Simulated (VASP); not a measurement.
An input for Quantum ESPRESSO's pw.x (written as the equivalent of a VASP run, and not itself run):

```
&CONTROL
  calculation = 'vc-relax'
  pseudo_dir = './pseudo'
  outdir = './out'
  tprnfor = .true.
  tstress = .true.
  nstep = 40
  forc_conv_thr = 0.00039
/
&SYSTEM
  ibrav = 0
  nat = 2
  ntyp = 2
  ecutwfc = 84
  occupations = 'smearing'
  smearing = 'methfessel-paxton'
  degauss = 0.00735
  input_dft = 'pbesol'
/
&ELECTRONS
  conv_thr = 7.3e-09
  electron_maxstep = 100
/
&IONS
/
&CELL
  press = 100
/
ATOMIC_SPECIES
  In 114.818 In.upf
  N 14.007 N.upf
CELL_PARAMETERS angstrom
     0.0000000    2.4945657    2.4945657
     2.4945657    0.0000000    2.4945657
     2.4945657    2.4945657    0.0000000
ATOMIC_POSITIONS crystal
  In   0.0000000  0.0000000  0.0000000
  N    0.2500000  0.2500000  0.2500000
K_POINTS automatic
  12 12 12 0 0 0
```

**Question.** Write the VASP files for the same calculation (PBEsol).

**Answer.** One answer among several that fit: 
**INCAR**
```
ALGO  =  Normal
EDIFF  =  1E-7
EDIFFG  =  -0.01
ENCUT  =  600
GGA  =  PS
IBRION  =  2
ISIF  =  3
ISMEAR  =  1
LASPH  =  .True.
LCHARG  =  .False.
LMAXMIX  =  4
LREAL  =  .False.
LWAVE  =  .False.
NELM  =  100
NSW  =  40
PREC  =  Accurate
PSTRESS  =  100
SIGMA  =  0.1
SYSTEM  =  InN
```

**POSCAR**
```
InN
1
    0.0000000000     2.4945657303     2.4945657303
    2.4945657303     0.0000000000     2.4945657303
    2.4945657303     2.4945657303     0.0000000000
In N
1 1
Direct
  0.0000000000   0.0000000000   0.0000000000
  0.2500000000   0.2500000000   0.2500000000
```

File KPOINTS:
```
Automatic mesh
0
Gamma
12 12 12
0 0 0
```

POTCAR, in this order: In_d N (PBE.64 set). Program: vasp_std.

Limits of the translation: the potentials are each code's own (VASP's PAW set, PseudoDojo norm-conserving files in pw.x), so ENCUT and ecutwfc are chosen apart and not converted; conv_thr bounds pw.x's estimated SCF error, while EDIFF bounds the energy change between steps; forc_conv_thr acts on force components and is met together with etot_conv_thr.

The compound is InN in the zinc blende structure, a metastable form; wurtzite is the usual one. This run relaxes it under an external pressure of 10 GPa. Symmetry was kept, so distortions that lower it aren't found.
